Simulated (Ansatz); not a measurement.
Seebeck coefficient (μV/K, mean over directions) of n-type ZnTe (F-43m) against carrier density, r2SCAN with spin-orbit coupling, rigid bands run with Ansatz (a quantum-chemistry and plane-wave program). Computed gap 1.52 eV; densities at which minority carriers matter at this gap, or further valleys turn the trend, are left out. Conductivity mass 0.117 mₑ (harmonic mean over directions), N_c = 9.5e17 cm⁻³ at 300 K.

```csv
electron density,300 K,500 K
1e16 cm⁻³,-605,-675
1e17 cm⁻³,-407,-477
1e18 cm⁻³,(withheld),(withheld)
3e18 cm⁻³,-138,-197
1e19 cm⁻³,-73,-118
3e19 cm⁻³,-40,(withheld)
```

### Question
What belongs in the gaps?

### Answer

- 1e18 cm⁻³, 300 K: -217
- 1e18 cm⁻³, 500 K: -283
- 3e19 cm⁻³, 500 K: -78

Rigid bands with a gap fixed in temperature, one relaxation time for all states, no polarons or phonon drag, and whether or not such doping can be reached.
